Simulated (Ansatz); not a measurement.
# H2PbO3: one candidate of a structure search, part 2 of 2

The task: take a trial cell of H2PbO3 to zero force and stress.

Ansatz 0.2.0; DFT PBE, scalar-relativistic, plane waves, PAW.

### Step 4. Relaxation on the finer mesh

The end of the coarse run is made exact in the group found at a tolerance of 0.06 Å and reduced to its primitive cell.

File input.yaml:

```yaml
crystal:
  lattice:
    - [4.585720226, 0.0, 0.0]
    - [-2.292860113, 3.9713502104, 0.0]
    - [0.0, 0.0, 3.6496739551]
  atoms:
    - { symbol: H, position: [0.6666666667, 0.3333333333, 0.2727875774] }
    - { symbol: H, position: [0.3333333333, 0.6666666667, 0.2727875774] }
    - { symbol: Pb, position: [0.0, 0.0, 0.6795204384] }
    - { symbol: O, position: [0.5, 0.5, 0.3228471189] }
    - { symbol: O, position: [0.5, 0.0, 0.3228471189] }
    - { symbol: O, position: [0.0, 0.5, 0.3228471189] }
basis:
  ecutwfc: 420
kpoints:
  mp_grid: { grid: [12, 12, 10] }
hamiltonian:
  xc: pbe
scf:
  occupations: { method: gaussian, width: 0.1 }
output:
  forces: true
  stress: true
  eigenvalues: true
  write_density: true
  write_potential: true
  elf: true
  volumetric_format: npy
relax:
  adjacent_minimum: "off"
  f_tol: 0.01
  max_steps: 80
  cell: { stress_tol: 0.05 }
```

Launch:

```
> ansatz run input.yaml --threads 1 --pin off --max-ram 2048MiB --backend cpu --events-out ev --progress --plain --runs-dir out
```

The log of the run:

```text
Warning: RAYON_NUM_THREADS=1 ignored (pool sized by the plan → 1); use --threads N
Engine: ansatz 0.2.0, aarch64-unknown-linux-gnu
Pseudopotentials: kind: paw
Pseudopotential: H, paw, valence charge 1, recommended cutoff 420 eV (normal), H.paw.azcp
Pseudopotential: Pb, paw, valence charge 14, recommended cutoff 420 eV (normal), Pb.paw.azcp
Pseudopotential: O, paw, valence charge 6, recommended cutoff 420 eV (normal), O.paw.azcp
Functional definition: PBE
  parameter kappa = 0.804
  parameter beta = 0.06672455060314922
  exchange = pbe_x(kappa = kappa, mu = beta*pi^2/3)
  correlation = pbe_c(beta = beta)
Crystal: 6 atoms, lattice volume = 66.466 Å³
Basis set: ecut = 420 eV, 1315 PW (Γ), exchange–correlation on 64×64×50 points (8 copies of the dense FFT grid, shifted against one another)
Bands: 23, of which v1, the nominal top of the filled ones, is band 17 counted from 1 (16 counted from 0)
Symmetry: 12 space group operations
Space group: P6mm (ITA 183), of the structure as read, at distance tolerance 4.1e-5 Å
k-points: 114 of 1440 (time reversal used)
Non-local potential: H, projectors of the file, l = 0: 2, l = 1: 1
Non-local potential: Pb, projectors of the file, l = 0: 2, l = 1: 2, l = 2: 2, l = 3: 2
Non-local potential: O, projectors of the file, l = 0: 2, l = 1: 2, l = 2: 1
PAW form: soft (Blöchl's): semilocal exchange-correlation on the pseudo side does not see the compensation charge
PAW one-centre angular grid: H, 110 points (default); XC on 64 Gauss nodes
PAW one-centre angular grid: Pb, 590 points (default); XC on 64 Gauss nodes
PAW one-centre angular grid: O, 110 points (default); XC on 64 Gauss nodes
Initial density: superposition of atomic densities (neutral atoms: chi_scale 0, normalization atom), corrected by the library's trained network
Initial wavefunctions: pseudopotential atomic-orbital guess
Functional: x = pbe(κ = 0.804, μ = 0.2195149727645171), c = pbe(β = 0.06672455060314922)
SCF iter   1: F=—  HF=-13633.644307 eV  |F-HF|=—  |Δ(HF+E_count)|=         —  Δρ=1.58e-2  dr2=6.06e-2  ethr=1.77e-3  ⟨swp⟩=6.0  Hψ=11832  notcnv=0  defer=39
preconditioner: auto → LDOS  [metal: Δε(μ)=0.003 eV  Ē_g=15.263 eV  σ=0.100 eV  W_gap=0.02  n_scr=20 (ndim 8)  ℏωp=26.6 eV  f_vac=0.049  D(μ)=4.24/eV (n_scr^D=44)  β→1.0]
SCF iter   2: F=—  HF=-13633.630204 eV  |F-HF|=—  |Δ(HF+E_count)|=   1.41e-2  Δρ=9.08e-3  dr2=1.39e-2  ethr=1.78e-4  ⟨swp⟩=2.3  Hψ=5811  notcnv=0  defer=116
SCF iter   3: F=—  HF=-13633.627601 eV  |F-HF|=—  |Δ(HF+E_count)|=   2.60e-3  Δρ=5.79e-4  dr2=1.22e-4  ethr=4.08e-5  ⟨swp⟩=2.0  Hψ=4324  notcnv=0  defer=116
SCF iter   4: F=—  HF=-13633.627712 eV  |F-HF|=—  |Δ(HF+E_count)|=   1.11e-4  Δρ=1.75e-4  dr2=2.51e-5  ethr=3.58e-7  ⟨swp⟩=2.0  Hψ=4355  notcnv=0  defer=116
SCF iter   5: F=—  HF=-13633.627681 eV  |F-HF|=—  |Δ(HF+E_count)|=   3.15e-5  Δρ=4.74e-5  dr2=7.00e-7  ethr=7.37e-8  ⟨swp⟩=2.3  Hψ=4202  notcnv=0  defer=116
SCF iter   6: F=-13633.627682 eV  HF=-13633.627681 eV  |F-HF|=2.09e-8  |Δ(HF+E_count)|=   6.47e-7  Δρ=7.28e-6  dr2=1.19e-8  ethr=2.94e-10  ⟨swp⟩=15.0  Hψ=20153  notcnv=0
SCF 1 converged in 6 iterations: F = -13633.627682 eV  dr2 = 1.19e-8
  Residual-converged pass: ⟨swp⟩=1.0  Hψ=3080  notcnv=0  max |occ|·‖R‖ = 7.1e-9 eV (tolerance 1.0e-8 eV)  dr2=1.19e-8  dr2_onsite=9.15e-10  max |Δocc| = 1.3e-10
relax step   1: F+E_penalty+E_count = -13633.62768151 eV  Δ(F+E_penalty+E_count) = +0.000e0 eV  max|allowed force component| = 3.520e-2 eV/Å  Δτ_max = 0.0000 Å  P = +0.050 GPa  Ω = 66.466 Å³  (6 SCF iters, dr2 threshold 1.00e-7 eV, accepted)
Crystal: 6 atoms, lattice volume = 66.965 Å³
Initial density: handed on by an earlier stage of this run
Initial wavefunctions: those handed on with the density
iter 1 solved again at ethr=2.97e-6 eV; its pass at ethr=3.10e-3 eV (dr2=1.01e-3 eV) is discarded
SCF iter   1: F=—  HF=-13633.626995 eV  |F-HF|=—  |Δ(HF+E_count)|=         —  Δρ=1.49e-3  dr2=9.79e-4  ethr=2.97e-6  ⟨swp⟩=2.0  Hψ=15953  notcnv=0
preconditioner: auto → LDOS  [metal: Δε(μ)=0.007 eV  Ē_g=15.258 eV  σ=0.100 eV  W_gap=0.04  n_scr=20 (ndim 8)  ℏωp=26.5 eV  f_vac=0.059  D(μ)=3.87/eV (n_scr^D=44)  β→1.0]
SCF iter   2: F=—  HF=-13633.627116 eV  |F-HF|=—  |Δ(HF+E_count)|=   1.22e-4  Δρ=9.96e-4  dr2=9.16e-4  ethr=2.88e-6  ⟨swp⟩=2.0  Hψ=4244  notcnv=0
SCF iter   3: F=—  HF=-13633.626780 eV  |F-HF|=—  |Δ(HF+E_count)|=   3.36e-4  Δρ=1.38e-4  dr2=6.04e-6  ethr=2.69e-6  ⟨swp⟩=2.0  Hψ=3492  notcnv=0
SCF iter   4: F=—  HF=-13633.626774 eV  |F-HF|=—  |Δ(HF+E_count)|=   6.52e-6  Δρ=2.34e-5  dr2=1.54e-7  ethr=1.78e-8  ⟨swp⟩=2.2  Hψ=4425  notcnv=0
SCF iter   5: F=-13633.626774 eV  HF=-13633.626774 eV  |F-HF|=8.45e-9  |Δ(HF+E_count)|=   1.83e-7  Δρ=6.15e-6  dr2=1.93e-8  ethr=2.78e-10  ⟨swp⟩=10.6  Hψ=17895  notcnv=0
SCF 2 converged in 5 iterations: F = -13633.626774 eV  dr2 = 1.93e-8
relax step   2: F+E_penalty+E_count = -13633.62677380 eV  Δ(F+E_penalty+E_count) = +9.077e-4 eV  max|allowed force component| = 1.233e-2 eV/Å  Δτ_max = 0.0215 Å  P = -0.018 GPa  Ω = 66.965 Å³  energy of the carried Pulay correction = -1.774e-3 eV  (5 SCF iters, dr2 threshold 9.44e-8 eV, accepted)
Crystal: 6 atoms, lattice volume = 67.044 Å³
iter 1 solved again at ethr=2.68e-7 eV; its pass at ethr=3.10e-3 eV (dr2=9.12e-5 eV) is discarded
SCF iter   1: F=—  HF=-13633.626611 eV  |F-HF|=—  |Δ(HF+E_count)|=         —  Δρ=5.89e-4  dr2=1.07e-4  ethr=2.68e-7  ⟨swp⟩=2.4  Hψ=14117  notcnv=0
preconditioner: auto → LDOS  [metal: Δε(μ)=0.008 eV  Ē_g=15.256 eV  σ=0.100 eV  W_gap=0.05  n_scr=20 (ndim 8)  ℏωp=26.4 eV  f_vac=0.059  D(μ)=3.86/eV (n_scr^D=32)  β→1.0]
SCF iter   2: F=—  HF=-13633.626616 eV  |F-HF|=—  |Δ(HF+E_count)|=   4.94e-6  Δρ=3.01e-4  dr2=7.77e-5  ethr=2.68e-7  ⟨swp⟩=2.0  Hψ=4366  notcnv=0
SCF iter   3: F=—  HF=-13633.626582 eV  |F-HF|=—  |Δ(HF+E_count)|=   3.46e-5  Δρ=5.49e-5  dr2=1.29e-6  ethr=2.29e-7  ⟨swp⟩=2.0  Hψ=3542  notcnv=0
SCF iter   4: F=—  HF=-13633.626583 eV  |F-HF|=—  |Δ(HF+E_count)|=   1.41e-6  Δρ=9.98e-6  dr2=2.53e-8  ethr=3.81e-9  ⟨swp⟩=2.0  Hψ=4195  notcnv=0
SCF iter   5: F=-13633.626583 eV  HF=-13633.626583 eV  |F-HF|=7.46e-11  |Δ(HF+E_count)|=   2.42e-8  Δρ=2.61e-6  dr2=3.25e-9  ethr=2.80e-11  ⟨swp⟩=9.0  Hψ=16563  notcnv=0
SCF 3 converged in 5 iterations: F = -13633.626583 eV  dr2 = 3.25e-9
relax step   3: F+E_penalty+E_count = -13633.62658297 eV  Δ(F+E_penalty+E_count) = +1.908e-4 eV  max|allowed force component| = 1.252e-2 eV/Å  Δτ_max = 0.0065 Å  P = +0.041 GPa  Ω = 67.044 Å³  energy of the carried Pulay correction = -2.054e-3 eV  (5 SCF iters, dr2 threshold 9.50e-9 eV, accepted)
[... 8 lines left out ...]
relax step   4: F+E_penalty+E_count = -13633.62630434 eV  Δ(F+E_penalty+E_count) = +2.786e-4 eV  max|allowed force component| = 5.033e-3 eV/Å  Δτ_max = 0.0020 Å  P = +0.002 GPa  Ω = 67.138 Å³  energy of the carried Pulay correction = -2.388e-3 eV  (4 SCF iters, dr2 threshold 9.79e-9 eV, accepted)
[... 10 lines left out ...]
relax step   5: F+E_penalty+E_count = -13633.62955183 eV  Δ(F+E_penalty+E_count) = -3.247e-3 eV  max|allowed force component| = 4.764e-3 eV/Å  Δτ_max = 0.0000 Å  P = +0.079 GPa  Ω = 67.138 Å³  stress off target by 2.34e-1 GPa  SCF on the basis re-selected at this cell (its energy is not comparable with the rows above)  (6 SCF iters)
[... 10 lines left out ...]
relax step   6: F+E_penalty+E_count = -13633.62818390 eV  Δ(F+E_penalty+E_count) = +1.368e-3 eV  max|allowed force component| = 2.648e-3 eV/Å  Δτ_max = 0.0106 Å  P = +0.011 GPa  Ω = 67.524 Å³  energy of the carried Pulay correction = -1.714e-3 eV  (5 SCF iters, dr2 threshold 1.36e-7 eV, accepted)
[... 8 lines left out ...]
relax step   7: F+E_penalty+E_count = -13633.62994351 eV  Δ(F+E_penalty+E_count) = -1.760e-3 eV  max|allowed force component| = 2.763e-3 eV/Å  Δτ_max = 0.0000 Å  P = +0.053 GPa  Ω = 67.524 Å³  stress off target by 7.73e-2 GPa  SCF on the basis re-selected at this cell (its energy is not comparable with the rows above)  (5 SCF iters)
[... 10 lines left out ...]
relax step   8: F+E_penalty+E_count = -13633.62933846 eV  Δ(F+E_penalty+E_count) = +6.051e-4 eV  max|allowed force component| = 4.623e-4 eV/Å  Δτ_max = 0.0046 Å  P = +0.011 GPa  Ω = 67.679 Å³  energy of the carried Pulay correction = -6.595e-4 eV  (5 SCF iters, dr2 threshold 1.49e-8 eV, accepted)
iter 1 solved again at ethr=4.42e-8 eV; its pass at ethr=3.10e-3 eV (dr2=1.50e-5 eV) is discarded
SCF iter   1: F=—  HF=-13633.629928 eV  |F-HF|=—  |Δ(HF+E_count)|=         —  Δρ=4.65e-5  dr2=7.82e-8  ethr=4.42e-8  ⟨swp⟩=3.8  Hψ=19981  notcnv=0
preconditioner: auto → LDOS  [metal: Δε(μ)=0.008 eV  Ē_g=15.231 eV  σ=0.100 eV  W_gap=0.04  n_scr=20 (ndim 8)  ℏωp=26.3 eV  f_vac=0.063  D(μ)=3.85/eV (n_scr^D=32)  β→1.0]
SCF iter   2: F=—  HF=-13633.629974 eV  |F-HF|=—  |Δ(HF+E_count)|=   4.60e-5  Δρ=6.06e-6  dr2=1.37e-8  ethr=2.30e-10  ⟨swp⟩=2.5  Hψ=4708  notcnv=0
SCF iter   3: F=—  HF=-13633.629974 eV  |F-HF|=—  |Δ(HF+E_count)|=   4.75e-9  Δρ=1.54e-6  dr2=1.08e-9  ethr=4.03e-11  ⟨swp⟩=2.3  Hψ=4648  notcnv=0
SCF iter   4: F=-13633.629974 eV  HF=-13633.629974 eV  |F-HF|=4.73e-11  |Δ(HF+E_count)|=   2.39e-9  Δρ=2.73e-7  dr2=3.58e-11  ethr=1.00e-12  ⟨swp⟩=6.8  Hψ=16075  notcnv=0
SCF 9 converged in 4 iterations: F = -13633.629974 eV  dr2 = 3.58e-11
relax step   9: F+E_penalty+E_count = -13633.62997409 eV  Δ(F+E_penalty+E_count) = -6.356e-4 eV  max|allowed force component| = 5.396e-4 eV/Å  Δτ_max = 0.0000 Å  P = +0.018 GPa  Ω = 67.679 Å³  stress off target by 4.01e-2 GPa  SCF on the basis re-selected at this cell (its energy is not comparable with the rows above)  (4 SCF iters)
basis re-selected at this cell: Δ(F+E_penalty+E_count) = -6.356e-4 eV, ΔP = +0.007 GPa vs the last step (what re-selecting the basis moved, of the pressure what is left beyond the Pulay correction that the steps carried, after the strain that the cell walked since its last selection, with what the two solves' SCF thresholds leave and, on support functions, any second-order correction that the steps lacked; it is no measure of the basis error at this ecutwfc). This SCF's stress stands 4.01e-2 GPa from its target on what of the cell is left free (relax.cell.stress_tol is 5.00e-2 GPa) and its largest allowed force component is 5.40e-4 eV/Å (relax.f_tol is 1.00e-2 eV/Å): within both
SCF converged after 4 iterations
Free energy (F): -13633.629974 eV
Harris-Foulkes:  -13633.629974 eV  (|F-HF|=4.73e-11)
Internal energy: -13633.610717 eV  (E = F + TS)
E sigma→0 (E₀):  -13633.620346 eV
Entropy (-TS):   -0.019257 eV (-3.209 meV/atom)
Fermi energy:    5.470321 eV
--- Per-component energies (eV) ---
  E_band       = -134.236435
  E_kinetic    = 827.776827
  E_local      = -2239.110907  (includes V_loc(G=0)·N_el)
  E_nonlocal   = 497.949271
  E_hartree    = 823.818666
  E_xc         = -457.421796
  E_vxc        = -434.301253  (∫ρ·V_xc dr)
  E_paw        = -10874.815838  (= ΣΔE_a)
  E_vpaw       = -434.192982  (= ΣTr[D̂ρ^β])
  E_aug_tail   = 0.005339  (compensation charges beyond the density's cutoff)
  E_ewald      = -2211.812279
  E_smearing   = -0.019257  (= −TS)
  E_closure    = -0.000000  (closes the sum)
  Σ components = -13633.629974   (vs F -13633.629974, Δ=0.00e0)
--- Forces (eV/Å), atoms counted from 1 ---
  atom   1  H     -0.00000000     0.00000000     0.00054027
  atom   2  H      0.00000000    -0.00000000     0.00054027
  atom   3  Pb     0.00000000     0.00000000    -0.00048812
  atom   4  O     -0.00000000    -0.00000000    -0.00019611
  atom   5  O     -0.00000000    -0.00000000    -0.00019611
  atom   6  O     -0.00000000     0.00000000    -0.00019611
  max |Σ_I F_I| component: 4.08e-6 eV/Å
--- Stress (GPa, compression-positive) ---
        0.006857       0.000000      -0.000000
       -0.000000       0.006857      -0.000000
       -0.000000      -0.000000       0.040053
  P = ⅓ Tr σ = 0.0179 GPa (0.179 kbar)
--- Band table (eV; the first three rows and the last of 114) ---
  k-point 0: bands = ["-14.0204", "-10.9650", "-10.9650", "-10.4813", "-10.3472", "-10.3472", "-9.8445", "-9.8445", "-4.0344", "-1.0506", "1.0994", "1.0994", "2.7169", "4.7871", "4.7871", "5.8448", "5.8448", "5.8968", "10.5449", "11.9014", "11.9014", "13.3452", "15.9356"]
  k-point 1: bands = ["-14.0116", "-10.9558", "-10.9558", "-10.4667", "-10.3527", "-10.3527", "-9.8517", "-9.8517", "-4.0285", "-1.1005", "1.1349", "1.1349", "2.7846", "4.7510", "4.7510", "5.8490", "5.8490", "5.8984", "10.3086", "11.7750", "11.7750", "13.0813", "15.6286"]
  k-point 2: bands = ["-13.9883", "-10.9312", "-10.9312", "-10.4282", "-10.3671", "-10.3671", "-9.8714", "-9.8714", "-4.0130", "-1.2294", "1.2293", "1.2293", "2.9939", "4.6589", "4.6589", "5.8611", "5.8611", "5.9035", "9.4713", "11.4536", "11.4536", "12.8784", "15.5756"]
  k-point 113: bands = ["-12.6981", "-12.6981", "-10.6850", "-10.3167", "-10.3167", "-10.2943", "-10.1883", "-10.1883", "-1.0631", "-0.1725", "-0.1725", "2.1771", "2.4799", "2.4799", "4.2288", "4.2288", "4.8076", "4.9886", "9.3049", "11.2108", "11.2108", "16.4123", "16.4123"]
--- Relaxed structure (6 steps of the walk, 6 accepted, 3 SCFs on fresh bases) ---
  F+E_penalty+E_count = -13633.62997409 eV   max|allowed force component| = 5.396e-4 eV/Å   (the final SCF, on the basis selected at the relaxed cell)
  cell:  # Å, volume = 67.6792 Å³
    - [4.5845395709689125, 0.0, 4.71438670579915e-18]
    - [-2.2922697854844563, 3.970327733114089, -2.3571933528995683e-18]
    - [3.7520767788652075e-18, 5.0900576526518185e-33, 3.718205018843079]
  atoms:
    - { symbol: H, position: [0.6666666666666667, 0.33333333333333337, 0.27377317521839667] }
    - { symbol: H, position: [0.33333333333333337, 0.6666666666666669, 0.27377317521839667] }
    - { symbol: Pb, position: [-5.33058282563451e-19, -2.6213721772611263e-34, 0.6674548654938302] }
    - { symbol: O, position: [0.5, 0.5000000000000001, 0.32621191132312566] }
    - { symbol: O, position: [0.5, 7.480614034034096e-35, 0.32621191132312566] }
    - { symbol: O, position: [5.524417302799061e-17, 0.5000000000000001, 0.32621191132312566] }
```

It took 3.6 min on 1 thread of Arm Neoverse V1, shared host; peak memory 0.47 GiB.

Step by step:

```
step  energy from step 1 (eV/cell)  largest force component (eV/Å)  pressure (GPa)  volume (Å³)
   1                        0.0000                          0.0352            0.05        66.47
   2                        0.0009                          0.0123           -0.02        66.96
   3                        0.0011                          0.0125            0.04        67.04
   4                        0.0014                          0.0050            0.00        67.14
   5                       -0.0019                          0.0048            0.08        67.14
   6                       -0.0005                          0.0026            0.01        67.52
   7                       -0.0023                          0.0028            0.05        67.52
   8                       -0.0017                          0.0005            0.01        67.68
   9                       -0.0023                          0.0005            0.02        67.68
```

Step 1 is the start. Steps 5, 7, 9 each repeat the geometry before them on a plane-wave basis chosen anew, so the energy can jump there without any move. The walk judges its steps with a correction for the finite basis (Pulay term) that this column leaves out, so accepted steps can climb here and lower ones be refused.

|  | before | after | change |
| --- | --- | --- | --- |
| a (Å) | 4.586 | 4.585 | 0.0 % |
| b (Å) | 4.586 | 4.585 | 0.0 % |
| c (Å) | 3.650 | 3.718 | +1.9 % |
| volume (Å³/atom) | 11.08 | 11.28 | +1.8 % |
| shortest distance (Å) | 1.336 | 1.338 | +0.1 % |
| space group (0.01 Å) | P6mm | P6mm | same |

Forces and stress were held to the start's 12 operations: a distortion of lower symmetry was not tested.

Density in a lattice plane of the grid's cell (edges 4.58 and 3.72 Å, at 0.000 of the third edge), which holds Pb and O.

Values in e/Å³, 10 rows by 12 columns:
```
1.21 0.86 0.37 0.12 0.05 0.03 0.03 0.03 0.05 0.12 0.37 0.86
4.63 3.06 1.02 0.25 0.07 0.03 0.03 0.03 0.07 0.25 1.02 3.06
9.47 5.77 1.76 0.36 0.10 0.07 0.07 0.07 0.10 0.36 1.76 5.77
8.02 5.02 1.53 0.34 0.17 0.23 0.30 0.23 0.17 0.34 1.53 5.02
3.16 2.09 0.70 0.26 0.36 1.04 1.72 1.04 0.36 0.26 0.70 2.09
0.69 0.49 0.24 0.21 0.73 3.42 6.09 3.42 0.73 0.21 0.24 0.49
0.14 0.11 0.09 0.17 0.84 4.25 7.20 4.25 0.84 0.17 0.09 0.11
0.06 0.05 0.05 0.12 0.46 1.96 3.62 1.96 0.46 0.12 0.05 0.05
0.08 0.07 0.06 0.07 0.16 0.41 0.60 0.41 0.16 0.07 0.06 0.07
0.27 0.21 0.12 0.07 0.06 0.09 0.11 0.09 0.06 0.07 0.12 0.21
```
Columns run along the first of these edges and rows up along the second, over one cell in 12 and 10 even steps from the bottom left corner. Atoms in the plane (fractional): Pb at (1.00, 0.67), O at (0.50, 0.33).

ELF in the same plane.

Ten even steps from ' ' (0.00) to '@' (0.88):
```
++++++====--..        ......        ..--====++++
====++++++==--..                  ..--==++++++==
..::--==++++==::..              ..::==++++==--::
    ..--++++==::..              ..::==++++--..  
      ::====--::......::::::......::--====::    
      ::====--....::==******==::....--====::    
    ::--==--::..::++##%%@@%%##++::..::--==--::  
----====--::..::++##@@@@@@@@@@##++::..::--====--
======--::....--##@@@@@@@@@@@@@@##--....::--====
==----::....::++%%@@%%**++**%%@@%%++::....::----
::::....  ..::++%%@@##++--++##@@%%++::..  ....::
            ::++%%@@@@%%##%%@@@@%%++::          
            ::==##%%@@@@@@@@@@%%##==::          
....        ..::++##@@@@@@@@@@##++::..        ..
----::::..    ..::++**%%%%%%**++::..    ..::::--
========--..      ..--==++==--..      ..--======
```
Columns run along the first of these edges and rows up along the second, over one cell in 24 and 16 even steps from the bottom left corner. Atoms in the plane (fractional): Pb at (1.00, 0.67), O at (0.50, 0.33).

Both are smooth fields of the valence electrons: close to the nuclei they are not physical.

Outside the cores ELF peaks at 0.88 beside O, off the lines to its neighbours, 0.6 Å from O; 0.81 at H.

### Step 5. Variant: mp_grid.grid [8, 8, 7]

File input.yaml:

```yaml
crystal:
  lattice:
    - [4.584539571, 0.0, 0.0]
    - [-2.2922697855, 3.9703277331, 0.0]
    - [0.0, 0.0, 3.7182050188]
  atoms:
    - { symbol: H, position: [0.6666666667, 0.3333333333, 0.2737731752] }
    - { symbol: H, position: [0.3333333333, 0.6666666667, 0.2737731752] }
    - { symbol: Pb, position: [0.0, 0.0, 0.6674548655] }
    - { symbol: O, position: [0.5, 0.5, 0.3262119113] }
    - { symbol: O, position: [0.5, 0.0, 0.3262119113] }
    - { symbol: O, position: [0.0, 0.5, 0.3262119113] }
basis:
  ecutwfc: 420
kpoints:
  mp_grid: { grid: [8, 8, 7] }
hamiltonian:
  xc: pbe
scf:
  occupations: { method: gaussian, width: 0.1 }
output:
  forces: true
  eigenvalues: true
  stress: true
```

Launch:

```
> ansatz run input.yaml --threads 1 --pin off --max-ram 2048MiB --backend cpu --events-out ev --progress --plain --runs-dir out
```

The log of the run (excerpt; [...] marks lines left out):

```text
Warning: RAYON_NUM_THREADS=1 ignored (pool sized by the plan → 1); use --threads N
[...]
[... 5 set-up lines as earlier in the session ...]
[...]
Crystal: 6 atoms, lattice volume = 67.679 Å³
Basis set: ecut = 420 eV, 1315 PW (Γ), exchange–correlation on 64×64×50 points (8 copies of the dense FFT grid, shifted against one another)
Bands: 23, of which v1, the nominal top of the filled ones, is band 17 counted from 1 (16 counted from 0)
[... 2 set-up lines as earlier in the session ...]
k-points: 40 of 448 (time reversal used)
[...]
SCF iter   6: F=-13633.643184 eV  HF=-13633.643184 eV  |F-HF|=2.98e-9  |Δ(HF+E_count)|=   2.30e-7  Δρ=6.18e-6  dr2=1.70e-8  ethr=2.94e-10  ⟨swp⟩=6.6  Hψ=3967  notcnv=0
[...]
SCF converged after 6 iterations
Free energy (F): -13633.643184 eV
[...]
E sigma→0 (E₀):  -13633.637493 eV
Entropy (-TS):   -0.011382 eV (-1.897 meV/atom)
Fermi energy:    5.548906 eV
[...]
--- Forces (eV/Å), atoms counted from 1 ---
  atom   1  H     -0.00000000    -0.00000000     0.01223730
  atom   2  H     -0.00000000     0.00000000     0.01223730
  atom   3  Pb    -0.00000000     0.00000000     0.00665922
  atom   4  O      0.00000000     0.00000000    -0.01035789
  atom   5  O     -0.00000000    -0.00000000    -0.01035789
  atom   6  O      0.00000000    -0.00000000    -0.01035789
[...]
--- Stress (GPa, compression-positive) ---
       -0.040164       0.000000       0.000000
        0.000000      -0.040164      -0.000000
        0.000000      -0.000000       0.065905
  P = ⅓ Tr σ = -0.0048 GPa (-0.048 kbar)
--- Band table (eV; the first three rows and the last of 40) ---
[... band rows left out ...]
[...]
```

Wall time 6.3 s (1 thread of Arm Neoverse V1, shared host); peak memory 0.35 GiB.

| run | ending | energy change | pressure (GPa) | gap (eV) | force (eV/Å) | cycles | time |
| --- | --- | --- | --- | --- | --- | --- | --- |
| step 4 | converged | 0 | 0.0 | 0.00 | 0.00 | - | 3.6 min |
| variant | converged | -2.2 meV/atom | 0.0 | 0.00 | 0.01 | 6 | 6.3 s |

Changing the k-point mesh moves the energy by -2.2 meV/atom. Sampling errors of the energy have no fixed sign.

### Step 6. Summary of results

The summary covers parts 1 to 2. Changes of volume or cell count from the first structure of part 1.

| quantity | value |
| --- | --- |
| symmetry at the end (tolerance 0.05 Å) | space group P6mm (No. 183) |
| conventional cell | a = 4.585 Å, b = 4.585 Å, c = 3.718 Å, α = 90.00°, β = 90.00°, γ = 120.00° |
| volume | 11.28 Å³/atom |
| energy over the elements (uncorrected; H, N, O, F and Cl as molecules) | -0.09 eV/atom |
| gap on the mesh | none (metal) |

The space group P6mm (No. 183) is kept, and the volume per atom shrinks by 1.2 % from the first guess. It lies below the elements, which doesn't yet make it stable: competing phases were not computed in this session. No finished test with a distortion of lower symmetry is shown, so the end may be a saddle point. The runs treat Pb without spin-orbit coupling.
